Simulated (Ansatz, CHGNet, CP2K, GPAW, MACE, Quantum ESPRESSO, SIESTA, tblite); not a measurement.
**Other levels on rutile SnO2, size series (72 atoms)**

The cell holds 72 atoms: 24 Sn and 48 O. Its edges and angles: a = 9.474 Å, b = 9.474 Å, c = 9.558 Å, α = 90.0°, β = 90.0°, γ = 90.0°. It derives from SnO2 (rutile), repeated 2×2×3. Rutile SnO2 (cell 4.737, 4.737, 3.186, 90, 90, 90), 2 x 2 x 3 conventional cells; ideal positions. Then every atom was moved at random, 0.03 Å r.m.s. a Cartesian component.

Geometry: as built.

The reference, a calculation:

- method: Kohn-Sham DFT, PBE, PAW, plane waves (Ansatz 0.2.0); cutoff 420 eV, Γ point, fermi-dirac smearing of 0.05 eV; PAW set soft_2
- r.m.s. force component: 0.7765 eV/Å
- longest force: 3.485 eV/Å
- pressure: 11.71 GPa
- gap (highest filled to lowest empty level): 1.203 eV
- SCF cycles: 8
- time: 5.6 s on 8 threads of Arm Neoverse V2, shared host
- CPU time: 40 s

**Question.** The same geometry is run in other programs. How far does each lie from the reference, and what does it cost?
- tblite IPEA1-xTB (tblite 0.8.0; 1 thread)
- SIESTA PBE, SZP, shift 0.01 Ry, mesh 500 Ry (SIESTA 5.4.2; 2 MPI ranks)
- CP2K PBE, DZVP-MOLOPT-SR, 600/50 Ry, OT CG (CP2K 2026.2; 4 MPI ranks)
- CP2K GFN1-xTB, OT DIIS (CP2K 2026.2; 1 thread)
- QE PBE, sssp-1.3.0-efficiency, 60/480 Ry (Quantum ESPRESSO 7.5; 4 MPI ranks)
- GPAW PBE, LCAO dzp, h 0.18 Å (GPAW 26.7.0; 1 thread)
- CHGNet 0.3.0 potential (CHGNet 0.3.0; 1 thread)
- GPAW LDA, LCAO dzp, h 0.18 Å (GPAW 26.7.0; 1 thread)
- CP2K PBE, SZV-MOLOPT-SR, 600/50 Ry, TRS4 filter 1e-07, SCF 1e-07 (CP2K 2026.2; 2 threads)
- SIESTA PBE, DZP, shift 0.01 Ry, mesh 500 Ry (SIESTA 5.4.2; 2 MPI ranks)

Differences are against the plane-wave reference, forces as r.m.s. over components; share is that over the reference's r.m.s. force, slope the least-squares factor from reference forces to these. Total energies of different programs have different zeros and aren't compared.

```tsv
run	Δ force, r.m.s. (meV/Å)	share (%)	slope	Δ pressure (GPa)	Δ gap (eV)	cores	CPU time	memory (GiB)
reference	-	-	-	-	-	8	40 s	1.2
tblite IPEA1-xTB	408	52.5	0.603	-11.3	-	1	5.2 s	0.12
SIESTA PBE, SZP, shift 0.01 Ry, mesh 500 Ry (coarse)	123	15.9	1.144	8.30	-0.361	2	4.1 min	1.8
CP2K PBE, DZVP-MOLOPT-SR, 600/50 Ry, OT CG	51.3	6.60	0.980	3.02	-0.202	4	13 min	3.1
CP2K GFN1-xTB, OT DIIS	358	46.2	0.606	-28.1	-	1	5.1 s	0.34
QE PBE, sssp-1.3.0-efficiency, 60/480 Ry	15.3	1.97	1.017	0.480	-0.012	4	6.5 min	2.9
GPAW PBE, LCAO dzp, h 0.18 Å	64.8	8.34	1.071	-	-0.243	1	1.8 min	1.3
CHGNet 0.3.0 potential	174	22.4	0.791	1.06	-	1	3.6 s	1.4
GPAW LDA, LCAO dzp, h 0.18 Å	62.1	8.00	0.984	-	-0.37	1	1.7 min	1.3
CP2K PBE, SZV-MOLOPT-SR, 600/50 Ry, TRS4 filter 1e-07, SCF 1e-07 (coarse)	154	19.9	1.173	12.7	-	2	71 s	1.2
SIESTA PBE, DZP, shift 0.01 Ry, mesh 500 Ry	100	12.9	1.107	5.99	-0.283	2	5.2 min	2
```

Rows marked coarse were listed beforehand as settings not expected to be converged; some can still land near the reference.

Times of the machine-learned potentials are mostly Python's start and the loading of weights.

CPU time is summed over cores on a shared host, where runs went side by side, so it is rough. Symmetry, cutoffs, thresholds, outputs and thread counts weren't matched or tuned between programs; memory under MPI is the largest rank's times the ranks.

PBE on plane waves or a grid with other potentials, cutoffs or grids, coarse settings apart, differs from the reference by 2.0 % (QE PBE, sssp-1.3.0-efficiency, 60/480 Ry) of the r.m.s. force; this holds the reference's own error, so differences of a few per cent don't tell which side is nearer the exact PBE result (QE's 60 Ry are 816 eV, against the reference's 420 eV). The PBE runs in local orbitals, coarse settings apart, differ by 6.6 % (CP2K PBE, DZVP-MOLOPT-SR, 600/50 Ry, OT CG) to 13 % (SIESTA PBE, DZP, shift 0.01 Ry, mesh 500 Ry); basis, grid and potentials can all enter. Tight binding differs by 46 % (CP2K GFN1-xTB, OT DIIS) to 53 % (tblite IPEA1-xTB); it is another model, with fitted parameters of its own, and the xTB methods hold dispersion. Machine-learned potentials differ by 22 % (CHGNet 0.3.0 potential); they were trained on other programs' data. Among those trained on PBE data the slope goes as low as 0.79, which softening far from their training structures can give, though the reference's k-sampling is untested too. Periodic xTB results under one method name differ between programs and library versions. Machine-learned potentials mimic data converged in k, so the reference's own k-point error enters their differences. The electronic-structure runs sample only Γ, in a cell whose shortest periodic width is 9 Å.

[Logs are printed without paths, hosts, clocks, repeated set-up lines and the standing remarks that a program may print on its own settings, such as how far it seeks lower states.]

[Hosts, paths, dates, database ids (printed as entryN), source tags and the programs' standing remarks are cut or masked in the printed files.]
